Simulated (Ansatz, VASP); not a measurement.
**Au: VASP beside Ansatz**

```xyz
2
Lattice="2.9764 0.0000 0.0000 -1.4882 2.5776 0.0000 0.0000 0.0000 4.7315" Properties=species:S:1:pos:R:3 pbc="T T T"
Au    1.4882    0.8592    3.5486
Au    0.0000    1.7184    1.1829
```

Alike in both runs: functional PBE; k mesh 6 × 6 × 4; occupations gaussian, width 0.1 eV; no spin polarisation.

Ansatz relaxed the structure, and its values are those at the end. VASP's run is a single point on that final structure, the one shown.

|  | VASP | Ansatz |
| --- | --- | --- |
| version | VASP 6.6.1 | Ansatz 0.2.0 |
| potentials or method | VASP PAW PBE potentials, release 64 (Au) | scalar-relativistic, plane waves, PAW |
| plane-wave cutoff (eV) | 520 | 420 |
| valence electrons in the cell | 22 | 38 |

|  | VASP | Ansatz | Ansatz less VASP |
| --- | --- | --- | --- |
| gap on the k mesh at the Fermi level (eV) | none | none | - |
| pressure (GPa) | -0.1 | 0.1 | +0.22 |

A gap of «none» marks a metal or a gap that the smearing closes. The two sets of potentials don't hold the same shells in valence.

Caveats: the k mesh is coarse (spacing up to 0.41 Å⁻¹), so the values aren't converged. The runs have no spin-orbit coupling, so splittings on Au are missing.
